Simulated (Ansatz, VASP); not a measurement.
Ba: VASP beside Ansatz

```xyz
1
Lattice="-2.5395 2.5395 2.5395 2.5395 -2.5395 2.5395 2.5395 2.5395 -2.5395" Properties=species:S:1:pos:R:3 pbc="T T T"
Ba    0.0000    0.0000    0.0000
```

Alike in both runs: task single point; functional PBEsol; k mesh 8 × 8 × 8; occupations fermi-dirac, width 0.05 eV; no spin polarisation.

|  | VASP | Ansatz |
| --- | --- | --- |
| version | VASP 6.6.1 | Ansatz 0.2.0 |
| potentials or method | VASP PAW PBE potentials, release 64 (Ba_sv) | Ansatz PAW |
| plane-wave cutoff (eV) | 520 | 420 |
| valence electrons in the cell | 10 | 10 |

VASP gave:

```
gap on the k mesh at the Fermi level (eV) : none
pressure (GPa)                            : -0.9
```

Task: Estimate Ansatz's values.

Result: gap on the k mesh at the Fermi level (eV): none; pressure (GPa): -1.0.

A gap of «none» marks a metal or a gap that the smearing closes. The functional is the same, so the differences come from potentials, cutoffs and numerics.

Caveats: the PAW data sets were made with another functional, which shifts forces and pressure a little (VASP); the PAW data sets come from PBE, with cores solved anew for the run's functional, which leaves a small shift of forces and pressure (Ansatz). Spin-orbit coupling is left out, which matters for the levels of Ba.
